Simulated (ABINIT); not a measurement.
Sb, 5 atoms in the cell. The cell holds a slab with vacuum, 5 atoms: a = 3.160 Å, b = 4.469 Å, c = 23.938 Å, α = 90.00°, β = 90.00°, γ = 90.00°. The slab is cut from a database's or a generator's crystal, which needn't be the stable form of the element.

```yaml
Program: ABINIT 10.8.3 (patched build)
Task: work function
Functional: PBE
Potentials_or_basis: JTH PAW PBE v2.0
Cutoff: 435 eV
k_mesh: 8 × 6 × 1
Occupations: fermi-dirac, width 0.05 eV
Spin: no spin polarisation
Most_SCF_steps: 120
Fine-grid_cutoff: 870.764 eV
```

Potentials or basis: JTH PAW PBE v2.0.

Launch:

```console
$ mpirun --bind-to none -np 4 abinit run.abi > log 2>&1
```

Hardware: 4 MPI ranks on Arm Neoverse V2, with other jobs on the host.

Q: How long does it take, and how much memory?

A: It took 3.2 min on 4 MPI ranks on Arm Neoverse V2 (shared host), peak memory 0.84 GiB a rank. Counts: scf iterations 38, mpi ranks 4, k points 20, bands 45, plane waves 7018.
